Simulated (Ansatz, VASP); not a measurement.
Mg: VASP beside Ansatz

```
Mg
1.0
     3.14833    0.00000    0.00000
    -1.57417    2.72654    0.00000
     0.00000    0.00000    5.03034
Mg
2
Direct
  0.33333 0.66667 0.25000
  0.66667 0.33333 0.75000
```

Alike in both runs: functional LDA; k mesh 12 × 12 × 7; occupations fermi-dirac, width 0.05 eV; no spin polarisation.

Ansatz relaxed the structure, and its values are those at the end. VASP's run is a single point on that final structure, the one shown.

|  | VASP | Ansatz |
| --- | --- | --- |
| version | VASP 6.6.1 | Ansatz 0.2.0 |
| potentials or method | VASP PAW LDA potentials, release 64 (Mg), cutoff 520 eV | all-electron LAPW, scalar-relativistic |

|  | VASP | Ansatz | Ansatz less VASP |
| --- | --- | --- | --- |
| pressure (GPa) | -0.3 | 0.0 | +0.36 |

Ansatz ran all-electron here, so the differences hold the error of VASP's frozen core and of both bases.
